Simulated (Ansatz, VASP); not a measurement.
# One calculation of MgS, two programs

INCAR

```
PREC = Accurate
ENCUT = 520
EDIFF = 1E-7
ISMEAR = -1
SIGMA = 0.01
LREAL = False
LASPH = True
NELM = 60
ALGO = Normal
ISIF = 2
LWAVE = False
LCHARG = False
GGA = PE
NBANDS = 11
```

The input KPOINTS:

```
Automatic mesh
0
Gamma
  8 8 8
```

The input POSCAR:

```
MgS
1.0
    0.0000000000      2.6016500000      2.6276665000
    2.6016500000      0.0000000000      2.6276665000
    2.6016500000      2.6016500000      0.0000000000
Mg S
1 1
Direct
    0.0000000000      0.0000000000      0.0000000000
    0.5000000000      0.5000000000      0.5000000000
```

Input for Ansatz:

```yaml
crystal:
  lattice:
    - [0.0, 2.60165, 2.6276665]
    - [2.60165, 0.0, 2.6276665]
    - [2.60165, 2.60165, 0.0]
  atoms:
    - { symbol: Mg, position: [0.0, 0.0, 0.0] }
    - { symbol: S, position: [0.5, 0.5, 0.5] }
kpoints:
  mp_grid: { grid: [8, 8, 8] }
  band_path:
    path:
      - [0.0, 0.0, 0.0]
      - [0.0, 0.5, 0.5]
      - [0.25, 0.75, 0.5]
      - [0.0, 0.5, 0.0]
      - [0.0, 0.0, 0.0]
      - [0.5, 0.5, 0.0]
      - [0.3725370062, 0.6274629938, 0.0]
      - [-0.3725370062, 0.3725370062, 0.0]
      - [0.0, 0.0, 0.0]
    npoints: 5
scf:
  occupations: { method: fermi_dirac, width: 0.01 }
hamiltonian:
  xc: pbe
  pseudopotentials: { kind: all_electron, lapw: { basis_error: 0.00025 } }
output:
  forces: true
  stress: true
  eigenvalues: true
```

Change from the starting cell: zz strain of +1 %.

Alike in both runs: task single point; functional PBE; k mesh 8 × 8 × 8; occupations fermi-dirac, width 0.01 eV; no spin polarisation.

|  | VASP | Ansatz |
| --- | --- | --- |
| version | VASP 6.6.1 | Ansatz 0.2.0 |
| potentials or method | VASP PAW PBE potentials, release 64 (Mg, S) | all-electron LAPW, scalar-relativistic |
| plane-wave cutoff (eV) | 520 | see its input |

Ansatz gave:

* gap on the k mesh at the Fermi level (eV): 2.72
* pressure (GPa): 0.4
* largest component of the traceless stress (GPa): 0.66

Which values does VASP return?

gap on the k mesh at the Fermi level (eV): 2.71; pressure (GPa): 0.1; largest component of the traceless stress (GPa): 0.65.

Ansatz ran all-electron here, so the differences hold the error of VASP's frozen core and of both bases.

A k mesh can miss the band edges.
